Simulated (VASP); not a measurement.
Write the native input for VASP 6.6.1 that does the following.

```yaml
Task: single point
Functional: revPBE
Potentials_or_basis: VASP PAW PBE potentials, release 64 (Li_sv)
Cutoff: 520 eV
k_mesh: 20 × 20 × 20
Occupations: fermi-dirac, width 0.1 eV
Spin: no spin polarisation
Dipole_correction: no
Further_INCAR_settings: ALGO = Normal; EDIFF = 1e-07; NBANDS = 8
```

The structure of Li lies in POSCAR:

```
Li
1.0
    0.0000000000      2.1938170038      2.1938170038
    2.1938170038      0.0000000000      2.1938170038
    2.1938170038      2.1938170038      0.0000000000
Li
1
Direct
    0.0000000000      0.0000000000      0.0000000000
```

This isn't the form of Li at room conditions, which is bcc.

One way to write it, as run:

INCAR

```
PREC = Accurate
ENCUT = 520
EDIFF = 1E-7
ISMEAR = -1
SIGMA = 0.1
LREAL = F
LASPH = T
NELM = 80
ALGO = Normal
ISIF = 2
LWAVE = F
LCHARG = F
GGA = RE
NBANDS = 8
```

KPOINTS

```
Automatic mesh
0
Gamma
  20 20 20
```

Potentials or basis: VASP PAW PBE potentials, release 64 (Li_sv).

The run is started by

```console
$ cat potpaw_PBE.64/Li_sv/POTCAR > POTCAR
$ mpirun -np 1 vasp_std > vasp.out
```

Results of the run:

- Band gap on the k mesh: none (metal or under the smearing width)

Run time: 22 s on 1 thread of Intel(R) Xeon(R) Platinum 8259CL CPU @ 2.50GHz (Skylake/Cascade Lake), with other jobs on the host, peak memory 0.15 GiB.
